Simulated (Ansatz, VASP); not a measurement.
Two plane-wave programs on Zn

INCAR

```
ALGO = Fast ; EDIFF = 1E-7
ENCUT = 520 ; GGA = PE
ISIF = 2 ; ISMEAR = -1
LASPH = T ; LCHARG = F
LREAL = F ; LWAVE = F
NBANDS = 12 ; NELM = 80
PREC = Accurate ; SIGMA = 0.05
```

KPOINTS

```
k-points
0
Gamma
  12 12 12
```

The input POSCAR:

```
Zn
1.0
    0.0392955200      1.9647760000      1.9647760000
    1.9647760000      0.0392955200      1.9647760000
    2.0040715200      2.0040715200      0.0000000000
Zn
1
Direct
    0.0000000000      0.0000000000      0.0000000000
```

File input.yaml:

```yaml
crystal:
  lattice:
    - [0.03929552, 1.964776, 1.964776]
    - [1.964776, 0.03929552, 1.964776]
    - [2.00407152, 2.00407152, 0.0]
  atoms:
    - { symbol: Zn, position: [0.0, 0.0, 0.0] }
hamiltonian:
  xc: pbe
  pseudopotentials: { kind: paw }
kpoints:
  mp_grid: { grid: [12, 12, 12] }
scf:
  occupations: { method: fermi_dirac, width: 0.05 }
output:
  forces: true
  stress: true
  eigenvalues: true
```

Change from the starting cell: strain = 0.04.

Alike in both runs: task single point; functional PBE; k mesh 12 × 12 × 12; occupations fermi-dirac, width 0.05 eV; no spin polarisation.

|  | VASP | Ansatz |
| --- | --- | --- |
| version | VASP 6.6.1 | Ansatz 0.2.0 |
| potentials or method | VASP PAW PBE potentials, release 64 (Zn) | Ansatz PAW |
| plane-wave cutoff (eV) | 520 | 420 |
| valence electrons in the cell | 12 | 12 |

VASP gave:

```
gap on the k mesh at the Fermi level (eV)       : none
pressure (GPa)                                  : 0.3
largest component of the traceless stress (GPa) : 1.44
```

Which values does Ansatz return?

gap on the k mesh at the Fermi level (eV): none; pressure (GPa): 0.0; largest component of the traceless stress (GPa): 1.49.

A gap of «none» marks a metal or a gap that the smearing closes.
